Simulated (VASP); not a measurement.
# InP (F-43m) in VASP: G0W0 quasiparticle levels with PBEsol

Aim: the G0W0 quasiparticle levels of InP with PBEsol.

Program: VASP 6.6.1. These are calculated values, not measurements. Logs are shortened: lines on timing, memory, paths and dates and some standing lists are left out, and cuts for length are marked.

**Measured values to compare with.**

From a printed reference work, data compilation, for a bulk crystal of InP at 1.6 K: band gap 1.4236 eV (direct).

The results are compared with them further down.

### 1 The crystal as given

It takes space group F-43m (No. 216, cubic). The conventional cell has a = 5.861 Å, b = 5.861 Å, c = 5.861 Å, α = 90.00°, β = 90.00°, γ = 90.00°. In (site symmetry -43m) is surrounded by 4 P at 2.54 Å. P (site symmetry -43m) is surrounded by 4 In at 2.54 Å.

### 2 G0W0 quasiparticle levels, PBEsol

Input file POSCAR:

```
InP
1.0
    0.0000000000      2.9305000000      2.9305000000
    2.9305000000      0.0000000000      2.9305000000
    2.9305000000      2.9305000000      0.0000000000
In P
1 1
Direct
    0.0000000000      0.0000000000      0.0000000000
    0.2500000000      0.2500000000      0.2500000000
```

Input file INCAR.step1:

```
ALGO = Fast
EDIFF = 1E-8
ENCUT = 450
GGA = PS
ISMEAR = 0
KPAR = 8
LASPH = True
LCHARG = False
LREAL = False
LWAVE = True
NELM = 100
PREC = Accurate
SIGMA = 0.01
```

Input file INCAR.step2:

```
ALGO = Exact
EDIFF = 1E-8
ENCUT = 450
GGA = PS
ISMEAR = 0
ISTART = 1
KPAR = 8
LASPH = True
LCHARG = False
LOPTICS = True
LREAL = False
LWAVE = True
NBANDS = 229
NELM = 1
PREC = Accurate
SIGMA = 0.01
```

Input file INCAR.step3:

```
ALGO = EVGW0
EDIFF = 1E-8
ENCUT = 450
ENCUTGW = 230
GGA = PS
ISMEAR = 0
ISTART = 1
KPAR = 8
LASPH = True
LCHARG = False
LREAL = False
LWAVE = False
NBANDS = 229
NBANDSGW = 17
NELMGW = 1
NOMEGA = 50
PREC = Accurate
PRECFOCK = Fast
SIGMA = 0.01
```

Input file KPOINTS:

```
k-points
0
Gamma
  5 5 5
```

Potentials or basis: VASP PAW PBE potentials, release 64 (In_d_GW, P_GW).

The run is started by

```bash
$ cat potpaw_PBE.64/In_d_GW/POTCAR potpaw_PBE.64/P_GW/POTCAR > POTCAR
$ cp INCAR.step1 INCAR
$ mpirun -np 8 vasp_std > vasp.out
$ cp INCAR.step2 INCAR
$ mpirun -np 8 vasp_std > vasp.out
$ cp INCAR.step3 INCAR
$ mpirun -np 8 vasp_std > vasp.out
```

OUTCAR:

```text
EDIFF = 1E-8
   ENCUT = 450
   ENCUTGW = 230
   GGA = PS
   ISMEAR = 0
   ISTART = 1
   LASPH = True
   LREAL = False
   NELMGW = 1
   PREC = Accurate
   PRECFOCK = Fast

 ion  position               nearest neighbor table
   1  0.000  0.000  0.000-   2 2.54   2 2.54   2 2.54   2 2.54
   2  0.250  0.250  0.250-   1 2.54   1 2.54   1 2.54   1 2.54

  LATTYP: Found a face centered cubic cell.
 ALAT       =     5.8610000000

  Lattice vectors:

 A1 = (   0.0000000000,   2.9305000000,   2.9305000000)
 A2 = (   2.9305000000,   0.0000000000,   2.9305000000)
 A3 = (   2.9305000000,   2.9305000000,   0.0000000000)

Analysis of symmetry for initial positions (statically):
=====================================================================
 Subroutine PRICEL returns:
 Original cell was already a primitive cell.

 Routine SETGRP: Setting up the symmetry group for a
 face centered cubic supercell.

 Subroutine GETGRP returns: Found 24 space group operations
 (whereof 24 operations were pure point group operations)
 out of a pool of 48 trial point group operations.

The static configuration has the point symmetry T_d .

Analysis of symmetry for dynamics (positions and initial velocities):
=====================================================================
 Subroutine PRICEL returns:
 Original cell was already a primitive cell.

 Routine SETGRP: Setting up the symmetry group for a
 face centered cubic supercell.

 Subroutine GETGRP returns: Found 24 space group operations
 (whereof 24 operations were pure point group operations)
 out of a pool of 48 trial point group operations.

The dynamic configuration has the point symmetry T_d .

 Subroutine INISYM returns: Found 24 space group operations
 (whereof 24 operations are pure point group operations),
 and found     1 'primitive' translations

----------------------------------------------------------------------------------------

                                     Primitive cell

  volume of cell :      50.3333

  direct lattice vectors                    reciprocal lattice vectors
     0.000000000  2.930500000  2.930500000    -0.170619348  0.170619348  0.170619348
     2.930500000  0.000000000  2.930500000     0.170619348 -0.170619348  0.170619348
     2.930500000  2.930500000  0.000000000     0.170619348  0.170619348 -0.170619348

  length of vectors
     4.144352845  4.144352845  4.144352845     0.295521380  0.295521380  0.295521380

  position of ions in fractional coordinates (direct lattice)
     0.000000000  0.000000000  0.000000000
     0.250000000  0.250000000  0.250000000

  ion indices of the primitive-cell ions
   primitive index   ion index
                 1           1
                 2           2

----------------------------------------------------------------------------------------

 KPOINTS: k-points

Automatic generation of k-mesh.
 Grid dimensions read from file:
 generate k-points for:    5    5    5

 Generating k-lattice:

  Cartesian coordinates                     Fractional coordinates (reciprocal lattice)
    -0.034123870  0.034123870  0.034123870     0.200000000  0.000000000  0.000000000
     0.034123870 -0.034123870  0.034123870     0.000000000  0.200000000  0.000000000
     0.034123870  0.034123870 -0.034123870     0.000000000  0.000000000  0.200000000

  Length of vectors
     0.059104276  0.059104276  0.059104276

  Shift w.r.t. Gamma in fractional coordinates (k-lattice)
     0.000000000  0.000000000  0.000000000

 Subroutine IBZKPT returns following result:
 ===========================================

 Found     10 irreducible k-points:

 Following reciprocal coordinates:
            Coordinates               Weight
  0.000000  0.000000  0.000000      1.000000
  0.200000  0.000000  0.000000      8.000000
  0.400000  0.000000  0.000000      8.000000
  0.200000  0.200000  0.000000      6.000000
  0.400000  0.200000  0.000000     24.000000
 -0.400000  0.200000  0.000000     24.000000
 -0.200000  0.200000  0.000000     12.000000
  0.400000  0.400000  0.000000      6.000000
 -0.400000  0.400000  0.000000     12.000000
 -0.400000  0.400000  0.200000     24.000000
   k-points           NKPTS =     10   k-points in BZ     NKDIM =    125   number of bands    NBANDS=    229
   number of dos      NEDOS =    301   number of ions     NIONS =      2
   total plane-waves  NPLWV =  27000
   dimension x,y,z NGX =    30 NGY =   30 NGZ =   30
   dimension x,y,z NGXF=    60 NGYF=   60 NGZF=   60
   ions per type =               1   1
   NGX,Y,Z   is equivalent  to a cutoff of  12.03, 12.03, 12.03 a.u.
   NGXF,Y,Z  is equivalent  to a cutoff of  24.07, 24.07, 24.07 a.u.
 SYSTEM =  unknown system
   PREC   = accura    normal or accurate (medium, high low for compatibility)
   ISTART =      1    job   : 0-new  1-cont  2-samecut
   ICHARG =      0    charge: 1-file 2-atom 10-const
   ISPIN  =      1    spin polarized calculation?
   LNONCOLLINEAR =      F non collinear calculations
   LSORBIT =      F    spin-orbit coupling
   LASPH  =      T    aspherical Exc in radial PAW
   ENCUT  =  450.0 eV  33.07 Ry    5.75 a.u.   7.17  7.17  7.17*2*pi/ulx,y,z
   NELM   =     60;   NELMIN=  2; NELMDL=  0     # of ELM steps
   EDIFF  = 0.1E-07   stopping-criterion for ELM
   LREAL  =      F    real-space projection
   EDIFFG = 0.1E-06   stopping-criterion for IOM
   NSW    =      0    number of steps for IOM
   IBRION =     -1    ionic relax: 0-MD 1-quasi-New 2-CG
   NFREE  =      0    steps in history (QN), initial steepest desc. (CG)
   ISIF   =      0    stress and relaxation
   ISYM   =      3    0-nonsym 1-usesym 2-fastsym
   POTIM  = 0.5000    time-step for ionic-motion
   TEBEG  =    0.0;   TEEND  =   0.0 temperature during run
   PSTRESS=    0.0 pullay stress
   NELECT =      18.0000    total number of electrons
   NUPDOWN=      -1.0000    fix difference up-down
   EMIN   =  10.00;   EMAX   =-10.00  energy-range for DOS
   EFERMI =   0.00;   METHOD = LEGACY
   ISMEAR =     0;   SIGMA  =   0.01  broadening in eV -4-tet -1-fermi 0-gaus
   EFERMI_NEDOS =   21; number of points for ismear=-14 and -15
   IALGO  =     38    algorithm
   IMIX   =      4    mixing-type and parameters
     AMIX     =   0.40;   BMIX     =  1.00
     AMIX_MAG =   1.60;   BMIX_MAG =  1.00
  volume/ion in A,a.u.               =      25.17       169.83
  Fermi-wavevector in a.u.,A,eV,Ry     =   1.162021  2.195901 18.371846  1.350293
  Thomas-Fermi vector in A             =   2.298587
   LORBIT       =      0    0 simple, 1 ext, 2 COOP (PROOUT), +10 PAW based schemes
   GGA     = PS    functional components
   LHFCALC =     T    Hartree Fock is set to
   PRECFOCK=fast      Normal, Fast or Accurate (Low or Medium for compatibility)
   ENCUT4O =  -1.0   cutoff for four orbital integrals eV
   NKREDX  =     1    reduce k-point grid by
   NKREDY  =     1    reduce k-point grid by
   NKREDZ  =     1    reduce k-point grid by
   AEXX    =    1.0000 exact exchange contribution
   HFSCREEN=    0.0000 screening length (either q_TF or 0.3 A-1)
   HFSCREENC=   0.0000 screening length for correlation (either q_TF or 0.3 A-1)
   ENCUTFOCK=  -1.0 apply spherical cutoff to Coloumb kernel
   IVDW    =     0    specifies the selected vdW correction
   LEPSILON=     F    determine dielectric tensor
   LRPA    =     F    only Hartree local field effects (RPA)
   LRPAFORCE           =     F    calculate RPA forces
   ENCUTGW             = 230.0    cutoff for response function in eV
   ENCUTGWSOFT         = 184.0    soft cutoff for Coulomb kernel in GW response function in eV
   ENCUTLF             =  -1.0    cutoff for local field effects
   NELMGW              =     1    number of iterations in solving QP/BSE equation
   NELMHF              =     1    number of iterations in the inner HF iteration
   NKREDLFX            =     1    NKREDLFY  =   1   NKREDLFZ  =   1
 non-spin polarized calculation
 Gauss-broadening in eV      SIGMA  =   0.01
  energy-cutoff  :      450.00
  volume of cell :       50.33
 maximum number of plane-waves:      1103
 NGX is ok and might be reduce to    30
  NGX = 16; NGY = 16; NGZ = 16
   NGX = 15   NGY = 15   NGZ = 15
 maximum number of plane-waves:       411

 QP shifts <psi_nk| G(iteration)W_0 |psi_nk>: iteration 1
 for sc-GW calculations column KS-energies equals QP-energies in previous step
 and V_xc(KS)=  KS-energies - (<T + V_ion + V_H > + <T+V_H+V_ion>^1  + <V_x>^1)

 k-point   1 :       0.0000    0.0000    0.0000
  band No.  KS-energies  QP-energies   sigma(KS)   V_xc(KS)     V^pw_x(r,r')   Z            occupation Imag(sigma)

      1     -10.3526     -12.8982     -20.1497     -16.5661     -25.2688       0.7103       2.0000      -2.0871
      2     -10.3526     -12.8982     -20.1497     -16.5661     -25.2688       0.7103       2.0000      -2.0871
      3     -10.3526     -12.8982     -20.1497     -16.5661     -25.2688       0.7103       2.0000      -2.0871
      4     -10.1981     -12.7951     -20.3055     -16.6536     -25.3006       0.7112       2.0000      -2.2157
      5     -10.1981     -12.7951     -20.3055     -16.6536     -25.3006       0.7112       2.0000      -2.2157
      6      -7.7182      -8.1526     -12.0506     -11.3343     -18.2355       0.6064       2.0000       0.4378
[... 9 lines left out ...]
     16      13.2025      13.3600     -10.0998     -10.3151      -4.5828       0.7312       0.0000      -0.3895
     17      14.8598      14.8144      -7.9336      -7.8723      -2.2916       0.7417       0.0000      -0.4612

 k-point   2 :       0.2000    0.0000    0.0000
  band No.  KS-energies  QP-energies   sigma(KS)   V_xc(KS)     V^pw_x(r,r')   Z            occupation Imag(sigma)

      1     -10.3968     -12.8766     -19.9727     -16.4608     -25.1596       0.7061       2.0000      -2.0319
      2     -10.3357     -12.8857     -20.1718     -16.5846     -25.2843       0.7109       2.0000      -2.0943
      3     -10.3357     -12.8857     -20.1718     -16.5846     -25.2843       0.7109       2.0000      -2.0943
      4     -10.1972     -12.7946     -20.3031     -16.6540     -25.3025       0.7118       2.0000      -2.2134
      5     -10.1972     -12.7946     -20.3031     -16.6540     -25.3025       0.7118       2.0000      -2.2134
      6      -7.2693      -7.7671     -12.3261     -11.5276     -18.2813       0.6235       2.0000       0.3768
[... 9 lines left out ...]
     16      13.0064      12.9415      -7.9431      -7.8562      -2.4384       0.7474       0.0000      -0.4169
     17      15.0495      15.0491      -8.7294      -8.7289      -2.8495       0.7443       0.0000      -0.5705

 k-point   3 :       0.4000    0.0000    0.0000
  band No.  KS-energies  QP-energies   sigma(KS)   V_xc(KS)     V^pw_x(r,r')   Z            occupation Imag(sigma)
[... 127 lines left out ...]
      1     -10.5194     -12.8779     -19.6716     -16.2903     -24.9905       0.6975       2.0000      -1.9297
      2     -10.2707     -12.8355     -20.2462     -16.6389     -25.3284       0.7110       2.0000      -2.1292
      3     -10.2565     -12.8305     -20.2861     -16.6786     -25.3702       0.7135       2.0000      -2.1310
      4     -10.2330     -12.8088     -20.2330     -16.6032     -25.2525       0.7096       2.0000      -2.1858
      5     -10.1729     -12.7722     -20.3250     -16.6802     -25.3316       0.7132       2.0000      -2.2180
      6      -5.2845      -5.8737     -13.3597     -12.4762     -18.6217       0.6669       2.0000       0.1678
[... 9 lines left out ...]
     16      16.1927      16.3285     -10.5691     -10.7547      -4.0141       0.7313       0.0000      -0.7328
     17      16.9693      17.0932     -10.4419     -10.6129      -3.8061       0.7243       0.0000      -0.7326

 k-point  10 :      -0.4000    0.4000    0.2000
  band No.  KS-energies  QP-energies   sigma(KS)   V_xc(KS)     V^pw_x(r,r')   Z            occupation Imag(sigma)

      1     -10.4992     -12.8620     -19.6909     -16.3082     -25.0067       0.6985       2.0000      -1.9338
      2     -10.2936     -12.8593     -20.2302     -16.6237     -25.3148       0.7114       2.0000      -2.1239
      3     -10.2638     -12.8335     -20.2622     -16.6554     -25.3493       0.7124       2.0000      -2.1271
      4     -10.2196     -12.7988     -20.2554     -16.6232     -25.2694       0.7101       2.0000      -2.1954
      5     -10.1812     -12.7747     -20.3110     -16.6698     -25.3189       0.7122       2.0000      -2.2129
      6      -5.4869      -6.0823     -13.2583     -12.3641     -18.5579       0.6658       2.0000       0.1768
[... 9 lines left out ...]
     16      16.2500      16.3959     -10.4150     -10.6166      -3.8334       0.7238       0.0000      -0.6883
     17      16.6203      16.7051     -10.0493     -10.1654      -3.5939       0.7306       0.0000      -0.7316
```

Wall time 4.8 min (8 MPI ranks of Intel Xeon Platinum 8175M at 2.50GHz (Skylake/Cascade Lake), shared host); peak memory 0.95 GiB.

What came out:

| Property | Result |
| --- | --- |
| Band gap on the k mesh, mean-field level | 0.61 eV, direct |
| Quasiparticle gap | 1.22 eV |
| Least direct quasiparticle gap | 1.22 eV |

Levels at points of the mesh, in eV from the valence-band top:
```csv
k point,band 6,band 7,band 8,band 9,band 10,band 11,band 12,band 13
"(0.00, 0.00, 0.00)",-11.55,0.00,0.00,0.00,0.61,4.00,4.00,4.00
```

Caveat: bands, screening cutoff and mesh are small and nothing is extrapolated, so the quasiparticle values aren't converged; spin-orbit coupling is left out, which moves the levels of the heavy elements.

### 3 Against experiment

Step 2. Measured gap of InP: 1.4236 eV (direct; 1.6 K; a printed reference work, data compilation). This calculation gives 1.22 eV (-0.21 eV). Spin-orbit coupling on In is left out. The value is that of G0W0 on PBEsol, without temperature or zero-point motion.
